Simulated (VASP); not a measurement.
**Results of a VASP single-point calculation on PbS (strained rocksalt)**

POSCAR

```
Pb S
 1.0000000000000000
     0.0000000000000000    2.8976156958999999    3.0101436214000001
     2.8976156958999999    0.0000000000000000    3.0101436214000001
     2.8976156958999999    2.8976156958999999    0.0000000000000000
 Pb  S
   1   1
Cartesian
  0.0000000000000000  0.0000000000000000  0.0000000000000000
  2.8976156958999999  2.8976156958999999  3.0101436214000001
```

```
gap between bands v and c : 0.45 eV
least direct gap          : 0.45 eV
```

Band v is the last that the valence electrons fill when counted band by band, and c is the next. Levels in eV from the top of v:

```tsv
point	v−1	v	c	c+1
Γ	-2.70	-2.39	4.98	5.89
X	-4.15	-3.75	3.87	5.62
K	-3.32	-2.62	3.60	4.46
L	-2.11	0.00	0.45	1.93
W	-4.85	-1.15	2.45	4.66
```

Which of these levels of theory gave these results?
A. r²SCAN
B. PBE
C. HSE06
D. PBE with spin–orbit coupling
E. PBE0
F. PBEsol
G. LDA

A.

The INCAR was:

```
ALGO = Normal
EDIFF = 1E-7
METAGGA = R2SCAN
LASPH = .TRUE.
LCHARG = .TRUE.
LREAL = .FALSE.
IBRION = -1
ENCUT = 520
LWAVE = .FALSE.
ISMEAR = 0
ISIF = 2
NELM = 120
PREC = Accurate
LELF = .TRUE.
NSW = 0
NBANDS = 17
SIGMA = 0.01
```
